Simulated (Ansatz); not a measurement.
Space group P4_2/mnm (No. 136). a = 4.723 Å, b = 4.723 Å, c = 3.190 Å, α = 90.00°, β = 90.00°, γ = 90.00°
| atom | site | symmetry | x | y | z |
| --- | --- | --- | --- | --- | --- |
| Sn | 2a | m.mm | 0.5000 | 0.5000 | 0.5000 |
| O | 4f | m.2m | 0.3061 | 0.3061 | 0.0000 |

Equation of state of this SnO2 structure (not necessarily the ground state), with shape and atoms relaxed at each volume where symmetry leaves them free. The calculation used DFT LDA, scalar-relativistic, plane waves, PAW in Ansatz 0.2.0.

Settings: cutoff 420 eV, Γ-centred mesh 6×6×8 on the computed 6-atom cell, Gaussian smearing of 0.02 eV; no spin polarisation.

| V (Å³/atom) | E − E(largest V) (meV/atom) | P (GPa) | gap on mesh (eV) |
| --- | --- | --- | --- |
| 10.436 | 61.09 | 29.30 | 2.86 |
| 10.791 | 6.02 | 20.57 | 2.48 |
| 11.147 | -30.53 | 14.75 | 1.87 |
| 11.503 | -54.09 | 6.71 | 1.50 |
| 11.859 | -61.26 | -0.01 | 1.16 |
| 12.214 | -54.89 | -5.60 | 0.85 |
| 12.570 | -37.24 | -10.15 | 0.59 |
| 13.044 | 0.00 | -14.81 | 0.29 |

Question: Does one Birch–Murnaghan curve describe these points?

Answer: Not well: the fit leaves 0.64 meV/atom rms, which suggests a change of structure or state along the series.